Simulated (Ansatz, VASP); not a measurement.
SnTe3: VASP beside Ansatz

The input INCAR:

```
SYSTEM = SnTe3
PREC = Accurate
ENCUT = 520
EDIFF = 1E-6
ISMEAR = 0
SIGMA = 0.05
LREAL = .FALSE.
LASPH = .TRUE.
NELM = 60
ALGO = Normal
ISIF = 2
LWAVE = .FALSE.
LCHARG = .FALSE.
GGA = PE
NBANDS = 24
```

KPOINTS

```
Automatic mesh
0
G
  5 5 5
  0 0 0
```

POSCAR

```
SnTe3
1.0
    0.0000000000      3.8612190000      3.8612190000
    3.8612190000      0.0000000000      3.8612190000
    3.8612190000      3.8612190000      0.0000000000
Sn Te
1 3
Direct
    0.0000000000      0.0000000000      0.0000000000
    0.2500000000      0.2500000000      0.2500000000
    0.7500000000      0.7500000000      0.7500000000
    0.5000000000      0.5000000000      0.5000000000
```

Input for Ansatz:

```yaml
crystal:
  lattice:
    - [0.0, 3.861219, 3.861219]
    - [3.861219, 0.0, 3.861219]
    - [3.861219, 3.861219, 0.0]
  atoms:
    - { symbol: Sn, position: [0.0, 0.0, 0.0] }
    - { symbol: Te, position: [0.25, 0.25, 0.25] }
    - { symbol: Te, position: [0.75, 0.75, 0.75] }
    - { symbol: Te, position: [0.5, 0.5, 0.5] }
basis:
  ecutwfc: 420
kpoints:
  mp_grid: { grid: [5, 5, 5] }
hamiltonian:
  xc: pbe
scf:
  occupations: { method: gaussian, width: 0.05 }
output:
  forces: true
  stress: true
  eigenvalues: true
```

Alike in both runs: task single point; functional PBE; k mesh 5 × 5 × 5; occupations gaussian, width 0.05 eV; no spin polarisation.

```csv
,VASP,Ansatz
version,VASP 6.6.1,Ansatz 0.2.0
potentials or method,"VASP PAW PBE potentials, release 64 (Sn_d, Te)","scalar-relativistic, plane waves, PAW"
plane-wave cutoff (eV),520,420
valence electrons in the cell,32,62
```

```tsv
	VASP	Ansatz	Ansatz less VASP
gap on the k mesh at the Fermi level (eV)	none	none	-
pressure (GPa)	0.2	0.2	+0.04
```

A gap of «none» marks a metal or a gap that the smearing closes. The functional is the same, so the differences come from potentials, cutoffs and numerics. The two sets of potentials don't hold the same shells in valence.

Spin-orbit coupling is left out, which matters for the levels of Te.
